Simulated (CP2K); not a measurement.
# Li under changes of volume

One of the cells (21.609 Å³/atom); the others are scaled copies at fixed shape and fractional positions:

```xyz
1
Lattice="3.0391 0.0000 0.0000 -1.0130 2.8653 0.0000 -1.0130 -1.4327 2.4814" Properties=species:S:1:pos:R:3 pbc="T T T"
Li    0.0000    0.0000    0.0000
```

| Item | Value |
| --- | --- |
| Program | CP2K 2026.2 |
| Functional | PBE |
| Potentials or basis | POTENTIAL_UZH Li GTH-PBE-q3; TZVP-MOLOPT-PBE-GTH basis |
| Density cutoff | 6123 eV |
| k mesh | 11 × 11 × 11 |
| Occupations | fermi-dirac, width 0.05 eV |
| Spin | no spin polarisation |

| volume (Å³/atom) | energy over the lowest point (meV/atom) | pressure (GPa) |
| --- | --- | --- |
| 20.312 | 0.00 | 0.0 |
| 20.744 | 0.37 | -0.3 |
| 21.177 | 1.46 | -0.5 |
| 21.609 | 3.24 | -0.8 |
| 22.041 | 5.63 | -1.0 |
| 22.473 | 8.58 | -1.2 |
| 22.905 | ? | ? |

**Question.** What does the run at 22.905 Å³/atom give?

**Answer.** Energy over the lowest point 12.04 meV/atom; pressure -1.4 GPa.

Worked out: A Birch-Murnaghan fit of order 3 (a polynomial in V^(-2/3)) to the other rows has its minimum at 20.33 Å³/atom with B0 = V·E''(V) = 14.0 GPa and B' = 3.2. It gives 12.05 meV/atom at 22.905 Å³/atom, against the run's 12.04, and -dE/dV = -1.4 GPa, against -1.4.

Energies are extrapolated to zero smearing.

Caveats: the basis of atomic orbitals isn't converged, which shifts pressures, moduli and gaps.
